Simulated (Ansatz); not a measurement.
# Ge3N4: the cost of one run

Program: Ansatz 0.2.0. PAW datasets, plane waves. The values are computed, spin-unpolarised, and not measurements.

**1. The structure to begin with**

The unstrained cell was relaxed with r2SCAN; in each strained cell the atoms were relaxed again with r2SCAN. Names of k-points are those of the unstrained zone, where strain can split equivalent points. First state: +3.0 % strain along z alone.

The symmetry is P6_3/m (No. 176, hexagonal); a = 8.044 Å, c = 3.172 Å in the conventional setting, 12.70 Å³ an atom. Around Ge lie 4 N at 1.84–1.87 Å; around N lie 3 Ge at 1.84 Å; around N lie 3 Ge at 1.85–1.87 Å.

The structure in full:

```xyz
14
Lattice="8.0439 0.0000 0.0000 -4.0220 6.9662 0.0000 0.0000 0.0000 3.1725" Properties=species:S:1:pos:R:3 pbc="T T T"
Ge    5.7227    1.6200    2.3793
Ge    1.4583    5.7660    0.7931
Ge    0.2424    2.8203    0.7931
Ge    3.7796    4.1460    2.3793
Ge    2.5636    1.2003    2.3793
Ge   -1.7007    5.3462    0.7931
N     4.0220    2.3221    2.3793
N     0.0000    4.6442    0.7931
N     1.4873    6.7472    2.3793
N     2.9444    4.6616    0.7931
N     6.5869    2.0855    0.7931
N    -2.5649    4.8807    2.3793
N     2.5347    0.2191    0.7931
N     1.0776    2.3046    2.3793
```

From earlier runs on the unstrained cell: PBE 2.19 eV, r2SCAN 2.67 eV, HSE06 3.70 eV; a = 8.044 Å, c = 3.080 Å.

**2. +3.0 % strain along z alone: PBE**

Input file input.yaml:

```yaml
crystal:
  lattice:
    - [8.0439274434, 0.0, 0.0]
    - [-4.0219637217, 6.9662455122, 0.0]
    - [0.0, 0.0, 3.1724577527]
  atoms:
    - { symbol: Ge, position: [0.827703175, 0.2325542184, 0.75] }
    - { symbol: Ge, position: [0.5951489566, 0.827703175, 0.25] }
    - { symbol: Ge, position: [0.2325542184, 0.4048510434, 0.25] }
    - { symbol: Ge, position: [0.7674457816, 0.5951489566, 0.75] }
    - { symbol: Ge, position: [0.4048510434, 0.172296825, 0.75] }
    - { symbol: Ge, position: [0.172296825, 0.7674457816, 0.25] }
    - { symbol: "N", position: [0.6666666667, 0.3333333333, 0.75] }
    - { symbol: "N", position: [0.3333333333, 0.6666666667, 0.25] }
    - { symbol: "N", position: [0.6691731504, 0.9685490154, 0.75] }
    - { symbol: "N", position: [0.700624135, 0.6691731504, 0.25] }
    - { symbol: "N", position: [0.9685490154, 0.299375865, 0.25] }
    - { symbol: "N", position: [0.0314509846, 0.700624135, 0.75] }
    - { symbol: "N", position: [0.3308268496, 0.0314509846, 0.25] }
    - { symbol: "N", position: [0.299375865, 0.3308268496, 0.75] }
kpoints:
  mp_grid: { grid: [6, 6, 8] }
  band_path:
    path:
      - [0.0, 0.0, 0.0]
      - [0.5, 0.0, 0.0]
      - [0.3333333333, 0.3333333333, 0.0]
      - [0.0, 0.0, 0.5]
      - [0.5, 0.0, 0.5]
      - [0.3333333333, 0.3333333333, 0.5]
      - [0.0, 0.0, 0.15625]
    npoints: 1
hamiltonian:
  xc: pbe
scf:
  occupations: { method: fermi_dirac, width: 0.02 }
  n_extra_bands: 7
output:
  forces: true
  stress: true
  eigenvalues: true
```

Q: Estimate wall time and peak memory on 1 × NVIDIA H100 80GB HBM3 with 2 threads of AMD EPYC 7R13 (Zen 3), shared host.

About 5.5 s, with a peak of 1.3 GiB on the host.
